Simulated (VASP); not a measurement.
Runs of VASP 6.6.1 on Mo. The structure is cubic, space group Im-3m (No. 229). Conventional cell: a = 3.133 Å, b = 3.133 Å, c = 3.133 Å, α = 90.00°, β = 90.00°, γ = 90.00°. Mo (site symmetry m-3m) is surrounded by 8 Mo at 2.71 Å. 

```csv
level,potentials or basis,gap on the mesh (eV),pressure (GPa),relaxed volume (Å³/atom)
PBE+D3(BJ),"VASP PAW PBE potentials, release 64 (Mo_sv)",none,0.0,-
r2SCAN,"VASP PAW PBE potentials, release 64 (Mo_sv)",none,0.0,-
PBE,"VASP PAW PBE potentials, release 64 (Mo_sv)",none,0.0,(a)
LDA,"VASP PAW LDA potentials, release 64 (Mo_sv)",none,0.0,-
PBEsol,"VASP PAW PBE potentials, release 64 (Mo_sv)",none,0.0,15.36
```

Alike in all rows: task relaxation of cell and atoms; no spin polarisation; cell relaxed; k mesh 20 × 20 × 20; cutoff (eV) 600; smearing methfessel-paxton 0.1 eV.

**Question.** Fill in the values left out.

**Answer.** (a) 15.82.

Caveats: the relaxation stopped at its first step, so nothing moved (some runs); the PAW data sets were made with another functional, which shifts forces and pressure a little (some runs); pairwise dispersion overbinds metals, which lowers pressure and volume (some runs).

A k mesh can miss the band edges, and the runs leave out spin-orbit coupling on Mo.

A gap of «none» marks a metal or a gap under the smearing width.
